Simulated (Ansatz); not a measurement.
# FePt: the cost of one run

Computed with Ansatz 0.2.0 (DFT PBEsol, scalar-relativistic, plane waves, PAW, unless a step's input says otherwise).

### 1 The system as given

The structure is tetragonal, space group P4/mmm (No. 123). The conventional cell has a = 2.722 Å, b = 2.722 Å, c = 3.700 Å, α = 90.00°, β = 90.00°, γ = 90.00°. Around Fe (site symmetry 4/mmm) lie 8 Pt at 2.67 Å and 4 Fe at 2.72 Å. Pt (site symmetry 4/mmm) is surrounded by 8 Fe at 2.67 Å and 4 Pt at 2.72 Å.

As a file:

```cif
data_structure
_symmetry_space_group_name_H-M 'P 1'
_symmetry_Int_Tables_number 1
_cell_length_a 2.7217
_cell_length_b 2.7217
_cell_length_c 3.7000
_cell_angle_alpha 90.000
_cell_angle_beta 90.000
_cell_angle_gamma 90.000
_cell_volume 27.41
loop_
_atom_site_label
_atom_site_type_symbol
_atom_site_fract_x
_atom_site_fract_y
_atom_site_fract_z
_atom_site_occupancy
Fe1 Fe 0.50000 0.50000 0.50000 1
Pt1 Pt 0.00000 0.00000 0.00000 1
```

The cell is taken as given, not relaxed at this level.

### 2 Zero of energy

The reference gives a free energy of -16833.0671 eV, pressure -4.54 GPa, largest force 0.000 eV/Å and gap on the mesh none (metal). It was computed beforehand with the settings of the runs below.

### 3 Setting up a strain scan

The cell is strained by ε times the Voigt pattern (0, 0, 0, 0, 1, 0) (xx, yy, zz, yz, xz, xy; engineering shear), with fractional coordinates fixed (clamped ions). The stress on the pattern is the sum of the stress components weighted by it, tension positive.

### 4 ε = -0.0200

The input, input.yaml:

```yaml
crystal:
  lattice:
    - [2.7216540008, 0.0, -0.02721654]
    - [0.0, 2.7216540008, 0.0]
    - [-0.037, 0.0, 3.7]
  atoms:
    - { symbol: Fe, position: [0.5, 0.5, 0.5], spin: 3.25 }
    - { symbol: Pt, position: [0.0, 0.0, 0.0], spin: 0.45 }
basis:
  ecutwfc: 420
kpoints:
  mp_grid: { grid: [18, 18, 14] }
hamiltonian:
  xc: pbesol
scf:
  occupations: { method: gaussian, width: 0.15 }
output:
  forces: true
  stress: true
  eigenvalues: true
  populations: true
  write_density: true
  write_potential: true
  elf: true
  volumetric_format: npy
magnetization:
  spin_polarized: true
```

Started as:

```sh
ansatz run input.yaml --threads 1 --pin off --max-ram 2560MiB --backend cpu --events-out ev --progress --plain --runs-dir out
```

Q: Estimate wall time and peak memory on 1 thread of Intel Xeon 6975P-C (Granite Rapids), shared host.

About 78 s, with a peak of 1.3 GiB.
